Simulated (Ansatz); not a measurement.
# NbSi2P4 monolayer in a perpendicular field

What dipole does a perpendicular field induce in the NbSi2P4 monolayer? A positive field points along +c.

Program: Ansatz 0.2.0. Level of theory: plane-wave DFT, PBE-D3(BJ), Ansatz PAW. Results are calculated unless marked as measured.

## (1) The starting structure

The cell holds 7 atoms: 4 P, 2 Si and 1 Nb. Cell: a = 3.480 Å, b = 3.480 Å, c = 48.171 Å, α = 90.0°, β = 90.0°, γ = 120.0°. Vacuum lies along c.

## (2) Relaxation

The starting cell is a guess, so the in-plane lattice and the atoms are relaxed first, with the slab cut off from its images along the normal.

File input.yaml:

```yaml
crystal:
  lattice:
    - [3.48, 0.0, 0.0]
    - [-1.74, 3.0137684052, 0.0]
    - [0.0, 0.0, 48.1708199571]
  atoms:
    - { symbol: P, position: [0.0, 0.0, 0.4110372217] }
    - { symbol: Si, position: [0.3333333333, 0.6666666667, 0.4244153983] }
    - { symbol: P, position: [0.3333333333, 0.6666666667, 0.4682178497] }
    - { symbol: Nb, position: [0.0, 0.0, 0.5], spin: 1.0 }
    - { symbol: P, position: [0.3333333333, 0.6666666667, 0.5317821503] }
    - { symbol: Si, position: [0.3333333333, 0.6666666667, 0.5755846017] }
    - { symbol: P, position: [0.0, 0.0, 0.5889627783] }
  periodic: [true, true, false]
magnetization:
  spin_polarized: true
kpoints:
  mp_grid: { grid: [12, 12, 1] }
hamiltonian:
  xc: pbe
  dispersion: d3bj
scf:
  occupations: { method: fermi_dirac, width: 0.05 }
  convergence: { dr2_threshold: 1.0e-09 }
relax:
  f_tol: 0.004
  max_steps: 90
  cell: {}
output:
  write_potential: true
  write_density: true
  volumetric_format: npy
```

Launch:

```console
$ ansatz run input.yaml --threads 2 --pin off --max-ram 3072MiB --backend cpu --events-out ev --progress --plain --runs-dir out
```

Numbers of over 12 decimals in the logs are rounded to 6 here.

Log:

```text
Warning: relax.cell: scf.convergence.dr2_threshold = 1e-9 eV is looser than the 2.02971883163e-10 eV advised for a relaxation that steers and ends on the stress (1e-10 eV for each atom of the cell: 7, times the square of relax.cell.stress_2d_tol = 0.05 N/m over 18.6 Å (the atoms' height at the walk's start and 5 Å past either face), 2.692e-2 GPa, over a crystal's default 0.05). What an SCF threshold leaves in a stress goes as its square root, and in the free energy as the threshold itself, and one threshold admits the most on a small cell: [figures from the program's tests cut] Set scf.convergence.dr2_threshold to 2.02971883163e-10 eV or tighter. [rest of the remark cut]
Engine: ansatz 0.2.0, aarch64-unknown-linux-gnu
Pseudopotentials: kind: paw
Pseudopotential: P, paw, valence charge 5, recommended cutoff 420 eV (normal), P.paw.azcp
Pseudopotential: Si, paw, valence charge 4, recommended cutoff 420 eV (normal), Si.paw.azcp
Pseudopotential: Nb, paw, valence charge 13, recommended cutoff 420 eV (normal), Nb.paw.azcp
Functional definition: PBE
  parameter kappa = 0.804
  parameter beta = 0.066725
  exchange = pbe_x(kappa = kappa, mu = beta*pi^2/3)
  correlation = pbe_c(beta = beta)
Crystal: 7 atoms, lattice volume = 505.211 Å³
Basis set: ecut = 420 eV, 9839 PW (Γ), exchange–correlation on 48×48×648 points (8 copies of the dense FFT grid, shifted against one another)
Bands: 28, of which v1, the nominal top of the filled ones, is band 21 counted from 1 (20 counted from 0)
Symmetry: 12 space group operations
Space group: P-6m2 (ITA 187), of the structure as read, at distance tolerance 8.0e-5 Å
Magnetic group: BNS 187.209 (UNI 1439), of the structure as read, at distance tolerance 8.0e-5 Å
k-points: 19 of 144 (time reversal used)
Non-local potential: P, projectors of the file, l = 0: 2, l = 1: 2, l = 2: 2
Non-local potential: Si, projectors of the file, l = 0: 2, l = 1: 2, l = 2: 2
Non-local potential: Nb, projectors of the file, l = 0: 3, l = 1: 2, l = 2: 2, l = 3: 1
PAW form: soft (Blöchl's): semilocal exchange-correlation on the pseudo side does not see the compensation charge
PAW one-centre angular grid: P, 110 points (default); XC on 64 Gauss nodes
PAW one-centre angular grid: Si, 110 points (default); XC on 64 Gauss nodes
PAW one-centre angular grid: Nb, 590 points (default); XC on 64 Gauss nodes
Initial density: superposition of atomic densities (neutral atoms: chi_scale 0, normalization atom)
Starting moments: Σ|m| = 1 μB on 1 of 7 sites
Initial wavefunctions: pseudopotential atomic-orbital guess
Functional: x = pbe(κ = 0.804, μ = 0.219515), c = pbe(β = 0.066725)
SCF iter   1: F=—  HF=-8851.277854 eV  |F-HF|=—  |Δ(HF+E_count)|=         —  Δρ=1.72e-2 (↑1.72e-2 ↓1.53e-2)  dr2=7.38e0  dr2_m=3.48e-2  M=0.652 μB ∫|m|=0.748 μB  β_m=0.30  ethr=3.10e-3  ⟨swp⟩=17.3  Hψ=10262  notcnv=0
Mixer restart at iter 1: flushing history
preconditioner: auto → LDOS  [metal: Δε(μ)=0.052 eV  Ē_g=8.610 eV  σ=0.050 eV  W_gap=0.26  n_scr=26 (ndim 8)  ℏωp=9.5 eV  f_vac=0.727  D(μ)=2.16/eV (n_scr^D=12)]
spin=Collinear: LDOS preconditioning applied to the charge; magnetization (m = ρ↑ − ρ↓) channel mixes plain (no charge-response kernel on spin).
SCF iter   2: F=—  HF=-8850.098689 eV  |F-HF|=—  |Δ(HF+E_count)|=    1.18e0  Δρ=1.08e-2 (↑1.08e-2 ↓9.67e-3)  dr2=2.33e0  dr2_m=1.81e-2  M=0.620 μB ∫|m|=0.710 μB  β_m=0.49  ethr=3.10e-3  ⟨swp⟩=4.5  Hψ=2817  notcnv=0  defer=66
SCF iter   3: F=—  HF=-8849.709688 eV  |F-HF|=—  |Δ(HF+E_count)|=   3.89e-1  Δρ=2.71e-3 (↑2.71e-3 ↓2.57e-3)  dr2=7.11e-2  dr2_m=4.11e-3  M=0.516 μB ∫|m|=0.593 μB  β_m=0.61  ethr=3.10e-3  ⟨swp⟩=4.1  Hψ=2529  notcnv=0  defer=66
SCF iter   4: F=—  HF=-8849.752040 eV  |F-HF|=—  |Δ(HF+E_count)|=         —  Δρ=1.68e-3 (↑1.68e-3 ↓1.46e-3)  dr2=6.30e-3  dr2_m=1.04e-2  M=0.292 μB ∫|m|=0.347 μB  β_m=0.61  ethr=1.73e-4  ⟨swp⟩=4.1  Hψ=2717  notcnv=0  defer=62
SCF iter   5: F=—  HF=-8849.754902 eV  |F-HF|=—  |Δ(HF+E_count)|=   2.86e-3  Δρ=9.63e-4 (↑9.63e-4 ↓9.33e-4)  dr2=7.34e-4  dr2_m=4.04e-3  M=0.229 μB ∫|m|=0.269 μB  β_m=0.81  ethr=1.54e-5  ⟨swp⟩=3.3  Hψ=2516  notcnv=0  defer=62
SCF iter   6: F=—  HF=-8849.758238 eV  |F-HF|=—  |Δ(HF+E_count)|=   3.34e-3  Δρ=5.29e-4 (↑5.21e-4 ↓5.29e-4)  dr2=2.58e-3  dr2_m=1.15e-3  M=0.150 μB ∫|m|=0.171 μB  β_m=0.80  ethr=1.79e-6  ⟨swp⟩=3.9  Hψ=2780  notcnv=0  defer=62
SCF iter   7: F=—  HF=-8849.759032 eV  |F-HF|=—  |Δ(HF+E_count)|=   7.94e-4  Δρ=2.30e-4 (↑2.02e-4 ↓2.30e-4)  dr2=2.54e-5  dr2_m=2.10e-4  M=0.079 μB ∫|m|=0.087 μB  β_m=0.90  ethr=1.79e-6  ⟨swp⟩=3.2  Hψ=2343  notcnv=0  defer=62
SCF iter   8: F=—  HF=-8849.759542 eV  |F-HF|=—  |Δ(HF+E_count)|=   5.10e-4  Δρ=4.53e-5 (↑4.53e-5 ↓3.62e-5)  dr2=1.05e-5  dr2_m=5.97e-6  M=0.014 μB ∫|m|=0.015 μB  β_m=0.92  ethr=6.20e-8  ⟨swp⟩=5.2  Hψ=3572  notcnv=0  defer=62
SCF iter   9: F=—  HF=-8849.759489 eV  |F-HF|=—  |Δ(HF+E_count)|=   5.29e-5  Δρ=1.32e-5 (↑1.32e-5 ↓1.18e-5)  dr2=6.08e-7  dr2_m=5.45e-7  M=0.003 μB ∫|m|=0.003 μB  β_m=0.96  ethr=2.56e-8  ⟨swp⟩=2.9  Hψ=2186  notcnv=0  defer=62
SCF iter  10: F=—  HF=-8849.759491 eV  |F-HF|=—  |Δ(HF+E_count)|=   2.58e-6  Δρ=3.46e-6 (↑2.88e-6 ↓3.46e-6)  dr2=3.34e-8  dr2_m=4.06e-8  M=0.001 μB ∫|m|=0.001 μB  β_m=0.98  ethr=1.48e-9  ⟨swp⟩=3.6  Hψ=2554  notcnv=0  defer=62
SCF iter  11: F=—  HF=-8849.759492 eV  |F-HF|=—  |Δ(HF+E_count)|=   2.52e-7  Δρ=8.24e-7 (↑8.24e-7 ↓6.99e-7)  dr2=3.70e-9  dr2_m=1.91e-9  M=0.000 μB ∫|m|=0.000 μB  β_m=0.98  ethr=8.15e-11  ⟨swp⟩=3.6  Hψ=2665  notcnv=0  defer=62
SCF iter  12: F=—  HF=-8849.759492 eV  |F-HF|=—  |Δ(HF+E_count)|=   2.06e-8  Δρ=1.78e-7 (↑1.67e-7 ↓1.78e-7)  dr2=6.46e-10  dr2_m=8.04e-11  M=0.000 μB ∫|m|=0.000 μB  β_m=0.95  ethr=9.03e-12  ⟨swp⟩=3.2  Hψ=2411  notcnv=0  defer=62
SCF iter  13: F=-8849.759492 eV  HF=-8849.759492 eV  |F-HF|=1.35e-9  |Δ(HF+E_count)|=   1.39e-9  Δρ=6.16e-8 (↑5.08e-8 ↓6.16e-8)  dr2=7.85e-11  dr2_m=6.52e-12  M=0.000 μB ∫|m|=0.000 μB  ethr=1.58e-12  ⟨swp⟩=8.3  Hψ=8469  notcnv=0
WARN: the starting moments were not kept: the SCF closed with an absolute magnetisation of 1.5e-5 μB, where they sum to 1 μB in size (1 site). That is at most 0.1 of that sum. Measured as dr2_m measures the in/out step, that magnetisation stands 2.7e-11 eV from none, at or under the dr2_threshold of 1.0e-9 eV: it is no larger than a step whose dr2_m would equal this threshold. The system may hold no moment; this SCF  [...]
SCF 1 converged in 13 iterations: F = -8849.759492 eV  dr2 = 7.85e-11
[...]
relax step   5: F+E_penalty+E_count = -8851.46734963 eV  Δ(F+E_penalty+E_count) = -1.343e-3 eV  max|allowed force component| = 3.840e-2 eV/Å  Δτ_max = 0.0074 Å  P = +0.010 N/m  Ω = 505.459 Å³  energy of the carried Pulay correction = -9.449e-6 eV  fix = [c, alpha, beta]  reactions: c +0.000 N/m  (9 SCF iters, accepted)
[...]
relax step   6: F+E_penalty+E_count = -8851.46742290 eV  Δ(F+E_penalty+E_count) = -7.327e-5 eV  max|allowed force component| = 6.318e-4 eV/Å  Δτ_max = 0.0023 Å  P = -0.008 N/m  Ω = 505.831 Å³  energy of the carried Pulay correction = -2.358e-5 eV  fix = [c, alpha, beta]  reactions: c -0.000 N/m  (8 SCF iters, accepted)
Initial wavefunctions: pseudopotential atomic-orbital guess (no wavefunctions were taken with the density)
iter 1 solved again at ethr=1.43e-7 eV; its pass at ethr=3.10e-3 eV (dr2=5.88e-5 eV) is discarded
SCF iter   1: F=—  HF=-8851.467304 eV  |F-HF|=—  |Δ(HF+E_count)|=         —  Δρ=8.87e-7 (↑8.86e-7 ↓8.87e-7)  dr2=1.65e-9  dr2_m=1.67e-11  M=-0.000 μB ∫|m|=0.000 μB  β_m=0.65  ethr=1.43e-7  ⟨swp⟩=6.9  Hψ=15452  notcnv=0
eigensolver tolerance schedule: the retry pair's looser diagonalisation over-reported the residual by 35705.02 of it (diagonalisation noise at an unbounded share of the residual, at the tolerance the schedule requests for it); recorded, not acted on — ethr = c·dr2/N_el stays at c = 1.0e-1
preconditioner: auto → LDOS  [metal: Δε(μ)=0.050 eV  Ē_g=7.990 eV  σ=0.050 eV  W_gap=0.24  n_scr=26 (ndim 8)  ℏωp=9.5 eV  f_vac=0.717  D(μ)=2.89/eV (n_scr^D=14)]
spin=Collinear: LDOS preconditioning applied to the charge; magnetization (m = ρ↑ − ρ↓) channel mixes plain (no charge-response kernel on spin).
SCF iter   2: F=—  HF=-8851.467440 eV  |F-HF|=—  |Δ(HF+E_count)|=   1.36e-4  Δρ=3.73e-7 (↑3.71e-7 ↓3.73e-7)  dr2=1.86e-9  dr2_m=9.95e-12  M=-0.000 μB ∫|m|=0.000 μB  β_m=0.30  ethr=4.02e-12  ⟨swp⟩=6.6  Hψ=4765  notcnv=0
SCF iter   3: F=—  HF=-8851.467439 eV  |F-HF|=—  |Δ(HF+E_count)|=   1.52e-6  Δρ=4.06e-7 (↑4.04e-7 ↓4.06e-7)  dr2=4.81e-10  dr2_m=1.02e-11  M=-0.000 μB ∫|m|=0.000 μB  β_m=0.65  ethr=4.02e-12  ⟨swp⟩=2.1  Hψ=1336  notcnv=0
SCF iter   4: F=-8851.467444 eV  HF=-8851.467443 eV  |F-HF|=1.34e-6  |Δ(HF+E_count)|=   4.09e-6  Δρ=1.46e-7 (↑1.44e-7 ↓1.46e-7)  dr2=9.00e-11  dr2_m=2.76e-12  M=-0.000 μB ∫|m|=0.000 μB  ethr=1.17e-12  ⟨swp⟩=13.9  Hψ=9450  notcnv=0
the starting moments were not kept: the SCF closed with an absolute magnetisation of 1.5e-5 μB, where they sum to 1 μB in size (1 site). That is at most 0.1 of that sum. Measured as dr2_m measures the in/out step, that magnetisation stands 3.2e-11 eV from none, at or under the dr2_threshold of 1.0e-9 eV: it is no larger than a step whose dr2_m would equal this threshold.
SCF 7 converged in 4 iterations: F = -8851.467444 eV  dr2 = 9.00e-11
relax step   7: F+E_penalty+E_count = -8851.46744429 eV  Δ(F+E_penalty+E_count) = -2.139e-5 eV  max|allowed force component| = 6.361e-4 eV/Å  Δτ_max = 0.0000 Å  P = -0.010 N/m  Ω = 505.831 Å³  fix = [c, alpha, beta]  reactions: c -0.000 N/m  stress off target by 9.50e-3 N/m on what of the cell is left free  SCF on the basis re-selected at this cell (its energy is not comparable with the rows above)  (4 SCF iters)
basis re-selected at this cell: Δ(F+E_penalty+E_count) = -2.139e-5 eV, ΔP = -0.002 N/m vs the last step (what re-selecting the basis moved, of the pressure what is left beyond the Pulay correction that the steps carried, after the strain that the cell walked since its last selection, with what the two solves' SCF thresholds leave and, on support functions, any second-order correction that the steps lacked; it is no m [...]
WARN: The input density's exchange-correlation potential varies sharply where the density is thin. Do not read a vacuum level from v_tot or v_xc, or from such a field of the output density. On a cell that repeats whose density bears no net charge and no dipole along the vacuum's axis use v_es (v_loc + v_h of the components); under efield.dipole_correction with no amplitude use v_es + v_field, which holds any external [...]
SCF converged after 4 iterations
Magnetization: -0.0000 μB (20.5000 up, 20.5000 down)
Absolute magnetization: 0.0000 μB (∫|ρ↑−ρ↓|, with the PAW one-centre terms)
Spin contamination: 0.0000 ħ² per cell (⟨S²⟩ above its minimum at these occupations)
Per-site moments (μB) at R_I (Å): [(-1.1255496471367679e-7, 0.928924), (-2.078590928813901e-7, 0.922296), (5.423116215593969e-8, 0.922296), (-7.117465899462554e-6, 1.032535), (5.4231162205718716e-8, 0.922296), (-2.078590928665479e-7, 0.922296), (-1.1255496464988809e-7, 0.928924)]
Free energy (F): -8851.467444 eV
Harris-Foulkes:  -8851.467443 eV  (|F-HF|=1.34e-6)
Internal energy: -8851.444175 eV  (E = F + TS)
E sigma→0 (E₀):  -8851.455809 eV
Entropy (-TS):   -0.023270 eV (-3.324 meV/atom)
Fermi energy:    -5.482199 eV
--- Per-component energies (eV) ---
  E_band       = -681.838256
  E_kinetic    = 761.154633
  E_local      = -126010.748829  (includes V_loc(G=0)·N_el)
  E_nonlocal   = 306.394979
  E_hartree    = 62477.871949
  E_xc         = -533.922280
  E_vxc        = -552.113600  (∫ρ·V_xc dr)
  E_paw        = -6376.245458  (= ΣΔE_a)
  E_vpaw       = -142.271068  (= ΣTr[D̂ρ^β])
  E_aug_tail   = 0.000033  (compensation charges beyond the density's cutoff)
  E_ewald      = 60526.551103
  E_disp       = -2.500303  (pairwise vdW)
  E_smearing   = -0.023270  (= −TS)
  E_closure    = -0.000000  (closes the sum)
  Σ components = -8851.467444   (vs F -8851.467444, Δ=0.00e0)
--- Forces (eV/Å), atoms counted from 1 ---
  atom   1  P     -0.00000000    -0.00000000    -0.00003580
  atom   2  Si     0.00000000     0.00000000    -0.00063606
  atom   3  P     -0.00000000    -0.00000000     0.00057559
  atom   4  Nb    -0.00000000    -0.00000000    -0.00000000
  atom   5  P     -0.00000000    -0.00000000    -0.00057559
  atom   6  Si     0.00000000     0.00000000     0.00063606
  atom   7  P     -0.00000000    -0.00000000     0.00003580
  max |Σ_I F_I| component: 1.10e-15 eV/Å
--- 2D stress c σ (N/m, compression-positive) ---
       -0.009501      -0.000000      -0.000000
       -0.000000      -0.009501      -0.000000
        0.000000       0.000000       0.000000
  P = ½ c Tr σ = -0.0095 N/m
--- Band table (eV; the first three rows and the last of 38) ---
  k-point 0 ↑: bands = [... 17 lower, -6.3112, -5.8635, -5.8635, -5.1869, -2.5550, -2.5550, -2.3882, -2.3882, ... 3 higher]
  k-point 1 ↑: bands = [... 17 lower, -6.4872, -6.0021, -5.9327, -5.1720, -2.7406, -2.6526, -2.3389, -2.2865, ... 3 higher]
  k-point 2 ↑: bands = [... 17 lower, -6.7347, -6.3309, -6.1954, -5.3087, -3.1207, -3.0407, -2.2943, -2.0597, ... 3 higher]
  k-point 18 ↓: bands = [... 17 lower, -7.9582, -6.7825, -6.0471, -4.7343, -3.5370, -3.4899, -3.4390, -2.5097, ... 3 higher]
  the weakly bound empty levels are not read free of the cell's end (no_gap_told)
--- Relaxed structure (6 steps of the walk, 6 accepted, 1 SCFs on fresh bases) ---
  F+E_penalty+E_count = -8851.46744429 eV   max|allowed force component| = 6.361e-4 eV/Å   (the final SCF, on the basis selected at the relaxed cell)
  cell:  # Å, volume = 505.8306 Å³
    - [3.482132, 0.0, 0.0]
    - [-1.741066, 3.015615, 0.0]
    - [0.0, 0.0, 48.1708199571]
  atoms:
    - { symbol: P, position: [1.0573552618554987e-17, -5.135725556199064e-17, 0.401564] }
    - { symbol: Si, position: [0.333333, 0.666667, 0.422627] }
    - { symbol: P, position: [0.333333, 0.666667, 0.469042] }
    - { symbol: Nb, position: [1.0573552618554981e-17, -5.135725556199064e-17, 0.5] }
    - { symbol: P, position: [0.333333, 0.666667, 0.530958] }
    - { symbol: Si, position: [0.333333, 0.666667, 0.577373] }
    - { symbol: P, position: [1.0573552618554987e-17, -5.135725556199064e-17, 0.598436] }
```

Elapsed: 7.5 min, on 2 threads of Arm Neoverse N1, shared host; peak memory 0.94 GiB.

Step by step:

```csv
step,energy less that of the first step (eV),largest force component (eV/Å),volume (Å³)
1,0.0000,3.5141,505.21
2,-1.3760,1.5872,507.91
3,-1.6749,0.4990,506.04
4,-1.7065,0.1508,505.75
5,-1.7079,0.0384,505.46
6,-1.7079,0.0006,505.83
7*,-1.7080,0.0006,505.83
```

Relaxation steps marked * repeat the geometry before them on a plane-wave basis chosen anew for their cell, so energy and pressure can jump there.

The run keeps the 12 symmetry operations that it works with, so distortions that break them were not tested.

```csv
cell as run,before,after,change
a (Å),3.480,3.482,+0.1 %
b (Å),3.480,3.482,+0.1 %
```

The atoms that moved most (Å, along periodic axes as changes of fractional coordinates times the final cell, across vacuum about the mean position):

```csv
atom,dx,dy,dz,length
P1,0.000,0.000,-0.456,0.456
P7,0.000,0.000,0.456,0.456
Si2,0.000,0.000,-0.086,0.086
Si6,0.000,0.000,0.086,0.086
P5,0.000,0.000,-0.040,0.040
P3,0.000,0.000,0.040,0.040
```

This step gave:

* energy at zero smearing: -8851.4558 eV

The lattice constant a goes from 3.480 to 3.482 Å.

(Part 1 of 2 ends here.)

[Logs are printed without paths, hosts, clocks, repeated set-up lines and the standing remarks that a program may print on its own settings, such as how far it seeks lower states.]

[Hosts, paths, dates, database ids (printed as entryN), source tags and the programs' standing remarks are cut or masked in the printed files.]

[Maps of the electrostatic potential energy from Ansatz leave out the sawtooth potential of an applied field or a dipole correction, so their vacuum need not be flat; planar profiles and work functions include it.]
